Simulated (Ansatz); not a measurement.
CdS (zincblende): a one-shot G0W0 calculation in the plane-wave code Ansatz (G0W0@r2SCAN with 191 empty bands, a screening cutoff of 140 eV and a 4×4×4 mesh). The geometry is the r2SCAN minimum.

```yaml
crystal:
  lattice:
    - [0.0, 2.939214842, 2.939214842]
    - [2.939214842, 0.0, 2.939214842]
    - [2.939214842, 2.939214842, 0.0]
  atoms:
    - { symbol: Cd, position: [0.0, 0.0, 0.0] }
    - { symbol: S, position: [0.25, 0.25, 0.25] }
kpoints:
  mp_grid: { grid: [4, 4, 4] }
hamiltonian:
  xc: r2scan
scf:
  occupations: { method: fixed }
gw:
  n_empty_bands: 191
  ecut_chi: 140
  qp_bands: [v2, c2]
  qp_kpoints: band_edges
  screening: { model: contour_deformation }
```

Some lines of the output have been replaced by numbered gaps.
```
Functional definition: r2SCAN
Crystal: 2 atoms, lattice volume = 50.784 Å³
[1]
Bands: 17, of which v1, the nominal top of the filled ones, is band 13 counted from 1 (12 counted from 0)
Symmetry: 24 space group operations
Space group: F-43m (ITA 216)
k-points: 8 of 64 (time reversal used)
preconditioner: auto → none  [insulator: Δε(μ)=1.518 eV  ℏωp=22.1 eV]
SCF converged after 6 iterations
Free energy (F): -9175.582884 eV
Fermi energy:    6.335695 eV
--- G₀W₀: contour deformation, 7 samples at zero and on the imaginary axis and 3 off it, 64 q-points, 191 empty bands' worth ---
    ik  band        ε_KS         Σx   Σc(E_QP)       V_xc       Z   E_QP_lin       E_QP  E_QP is
     0    12      6.3357   -20.8745     2.2081   -18.1623  0.7499     5.8232     5.8316  root
     0    13      6.3357   -20.8745     2.2081   -18.1623  0.7499  [2]
     0    14      7.8680    -8.0587    -3.7984   -11.9115  0.7876     7.9225     7.9224  root
     0    15     13.3930    -6.2737    -4.3952   -10.9013  0.7722    13.6271    13.6255  root
     1    12      5.9509   -20.2883     2.2749   -17.4765  0.7478  [3]
     1    13      5.9509   -20.2883     2.2749   -17.4765  0.7478     5.4041     5.4140  root
     1    14      9.5061    -8.2995    -3.9720   -12.4330  0.7796     9.6683     9.6676  root
     1    15     13.0239    -6.7008    -4.3695   -11.2579  0.7657    13.2128    13.2116  root
     2    12      5.6044   -19.7621     2.3477   -16.8500  0.7451     5.0287     5.0401  root
     2    13      5.6044   -19.7621     2.3477   -16.8500  0.7451     5.0287     5.0401  root
     2    14      9.7690    -7.7927    -4.0649   -12.0583  0.7846     9.9708     9.9697  root
     2    15     13.7929    -6.3504    -4.3781   -10.9693  0.7673  [4]
     3    12      5.3421   -19.4271     2.3877   -16.4585  0.7438  [5]
     3    13      5.3421   -19.4271     2.3877   -16.4585  0.7438     4.7487     4.7611  root
     3    14     10.2797    -8.3668    -3.9717   -12.5039  0.7737    10.4459    10.4451  root
     3    15     11.5845    -6.7205    -4.1669   -11.1327  0.7831  [6]
     6    12      4.4981   -18.1810     2.5739   -14.9777  0.7347  [7]
     6    13      4.4981   -18.1810     2.5739   -14.9777  0.7347     3.8525     3.8686  root
     6    14     10.2100    -6.0908    -3.6465    -9.7964  0.7936  [8]
     6    15     11.0613    -8.3961    -4.1555   -12.8956  0.7785  [9]
```

The points are ik 0 = (0, 0, 0) (Γ), ik 1 = (0, 0, 1/4), ik 2 = (0, 0, -1/2), ik 3 = (0, 1/4, 1/4), ik 6 = (0, -1/2, -1/2); band 13 is the last filled one.

Question: Fill in the blanks. They hold quasiparticle rows, cutoff and plane waves at Γ.

Answer:
```
[1]
Basis set: ecut = 500 eV, 1243 PW (Γ)
[2]
     0    13      6.3357   -20.8745     2.2081   -18.1623  0.7499     5.8232     5.8316  root
[3]
     1    12      5.9509   -20.2883     2.2749   -17.4765  0.7478     5.4041     5.4140  root
[4]
     2    15     13.7929    -6.3504    -4.3781   -10.9693  0.7673    14.0357    14.0337  root
[5]
     3    12      5.3421   -19.4271     2.3877   -16.4585  0.7438     4.7487     4.7611  root
[6]
     3    15     11.5845    -6.7205    -4.1669   -11.1327  0.7831    11.8316    11.8298  root
[7]
     6    12      4.4981   -18.1810     2.5739   -14.9777  0.7347     3.8525     3.8686  root
[8]
     6    14     10.2100    -6.0908    -3.6465    -9.7964  0.7936    10.2692    10.2691  root
[9]
     6    15     11.0613    -8.3961    -4.1555   -12.8956  0.7785    11.4089    11.4053  root
```
The trailing digits, and the zero of the energies, depend on the potentials and thresholds.

The quasiparticle gap on this mesh is 2.09 eV (direct at Γ), against 1.53 eV from r2SCAN: +0.56 eV. Renormalisation factors Z lie between 0.73 and 0.79. The G0W0 figures hold for the stated bands, cutoff and mesh and aren't extrapolated.

Run as `ansatz run input.yaml --threads 2 --pin off --max-ram 3686MiB --backend cpu --events-out ev --progress --plain --runs-dir out`.

Question: What wall time did it need on 2 threads of Intel(R) Xeon(R) Platinum 8488C (Sapphire Rapids) (shared host), and what peak of host memory did it reach?

Answer: About 22 s, with a peak of 0.75 GiB.

Calculated for a static, non-magnetic cell.

The runs are scalar-relativistic, without spin-orbit coupling.

With a shallow d shell on the cation, G0W0 converges slowly in bands and cutoff, so these values are in doubt.
